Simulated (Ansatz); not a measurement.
Before relaxation, 1 C2H2 a cell, tilted, over a top C site (C, R-3m (No. 166), (0 0 1) face):

```
CELL_PARAMETERS angstrom
9.86020 0.00000 0.00000
-4.93010 8.53918 0.00000
0.00000 0.00000 20.36821
ATOMIC_POSITIONS crystal
C 0.41667 0.33333 0.39277
C 0.41667 0.58333 0.39277
C 0.41667 0.83333 0.39277
C 0.41667 0.08333 0.39277
C 0.66667 0.33333 0.39277
C 0.66667 0.58333 0.39277
C 0.66667 0.83333 0.39277
C 0.66667 0.08333 0.39277
C 0.91667 0.33333 0.39277
C 0.91667 0.58333 0.39277
C 0.91667 0.83333 0.39277
C 0.91667 0.08333 0.39277
C 0.16667 0.33333 0.39277
C 0.16667 0.58333 0.39277
C 0.16667 0.83333 0.39277
C 0.16667 0.08333 0.39277
C 0.33333 0.16667 0.39285
C 0.33333 0.41667 0.39285
C 0.33333 0.66667 0.39285
C 0.33333 0.91667 0.39285
C 0.58333 0.16667 0.39285
C 0.58333 0.41667 0.39285
C 0.58333 0.66667 0.39285
C 0.58333 0.91667 0.39285
C 0.83333 0.16667 0.39285
C 0.83333 0.41667 0.39285
C 0.83333 0.66667 0.39285
C 0.83333 0.91667 0.39285
C 0.08333 0.16667 0.39285
C 0.08333 0.41667 0.39285
C 0.08333 0.66667 0.39285
C 0.08333 0.91667 0.39285
C 0.13916 0.79089 0.58396
C 0.10944 0.85786 0.54181
H 0.16525 0.73208 0.62098
H 0.08333 0.91667 0.50479
```

The calculation used DFT PBE+D3(BJ), scalar-relativistic, plane waves, PAW (Ansatz 0.2.0). Settings: cutoff 420 eV, Γ-centred mesh 2×2×1 on the computed 36-atom cell, Gaussian smearing of 0.05 eV; no spin polarisation. A dipole correction removes the field between periodic images along c.

Atoms 1 (counted from 1) are held. The cell is fixed. Force threshold 0.04 eV/Å.

```csv
step,E − E_final (eV),largest force (eV/Å)
1,0.084,0.471
2,0.030,0.194
3,0.018,0.172
4,0.016,0.124
5,0.017,0.425
6,0.015,0.019
7,0.014,0.049
8,0.012,0.087
9,0.011,0.210
10,0.008,0.092
11,0.013,0.509
12,0.006,0.030
13,0.005,0.058
14,0.004,0.112
15,0.003,0.271
16,0.002,0.087
17,0.001,0.005
18,0.001,0.155
19,0.000,0.040
```

Problem. What is the final structure?

Solution.
```
CELL_PARAMETERS angstrom
9.86020 0.00000 0.00000
-4.93010 8.53918 0.00000
0.00000 0.00000 20.36821
ATOMIC_POSITIONS crystal
C 0.41667 0.33333 0.39277
C 0.41668 0.58337 0.39288
C 0.41664 0.83338 0.39250
C 0.41664 0.08330 0.39240
C 0.66667 0.33336 0.39281
C 0.66671 0.58336 0.39279
C 0.66666 0.83334 0.39286
C 0.66665 0.08335 0.39282
C 0.91665 0.33337 0.39284
C 0.91672 0.58340 0.39238
C 0.91672 0.83333 0.39229
C 0.91665 0.08334 0.39281
C 0.16667 0.33337 0.39289
C 0.16665 0.58342 0.39250
C 0.16669 0.83334 0.39154
C 0.16667 0.08328 0.39230
C 0.33336 0.16666 0.39249
C 0.33334 0.41669 0.39287
C 0.33333 0.66672 0.39266
C 0.33326 0.91665 0.39202
C 0.58331 0.16667 0.39273
C 0.58334 0.41669 0.39282
C 0.58335 0.66668 0.39287
C 0.58331 0.91668 0.39279
C 0.83332 0.16669 0.39290
C 0.83335 0.41674 0.39273
C 0.83337 0.66668 0.39249
C 0.83335 0.91665 0.39270
C 0.08334 0.16666 0.39274
C 0.08333 0.41672 0.39283
C 0.08336 0.66678 0.39197
C 0.08337 0.91661 0.39177
C 0.13857 0.76807 0.56322
C 0.10606 0.87018 0.55659
H 0.16763 0.67750 0.56873
H 0.07740 0.96079 0.55014
```

The end is the local minimum or symmetric point that this start leads to.

Cost: 1 run of about 18 core-minutes, on Intel Xeon Platinum 8259CL (Skylake/Cascade Lake) (shared hosts).